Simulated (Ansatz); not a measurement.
## Pb under changes of volume

One of the cells (30.323 Å³/atom); the others are scaled copies at fixed shape and fractional positions:

```
Pb
1.0
     0.00000    2.47502    2.47502
     2.47502    0.00000    2.47502
     2.47502    2.47502    0.00000
Pb
1
Direct
  0.00000 0.00000 0.00000
```

- Program: Ansatz 0.2.0
- Functional: PBE0
- Potentials or basis: Ansatz PAW
- Cutoff: 420 eV (not typed: the program's choice for these potentials)
- k mesh: 6 × 6 × 6
- Occupations: fermi-dirac, width 0.05 eV
- Spin: no spin polarisation

| volume (Å³/atom) | energy over the lowest point (meV/atom) | pressure (GPa) |
| --- | --- | --- |
| 28.503 | ? | ? |
| 29.110 | 30.52 | 4.4 |
| 29.716 | 16.34 | 3.1 |
| 30.323 | 6.83 | 1.9 |
| 30.929 | 1.54 | 0.9 |
| 31.535 | 0.00 | -0.1 |
| 32.142 | 1.84 | -0.9 |

What does the run at 28.503 Å³/atom give?

Energy over the lowest point 49.94 meV/atom; pressure 5.9 GPa.

Worked out: A Birch-Murnaghan fit of order 3 (a polynomial in V^(-2/3)) to the other rows has its minimum at 31.50 Å³/atom with B0 = V·E''(V) = 47 GPa and B' = 4.7. It gives 49.97 meV/atom at 28.503 Å³/atom, against the run's 49.94, and -dE/dV = 5.9 GPa, against 5.9.

Energies are extrapolated to zero smearing.

Caveats: some runs use coarse meshes; the PAW data sets come from PBE, with cores solved anew for the run's functional, which leaves a small shift of forces and pressure; the thresholds are loose for stress.
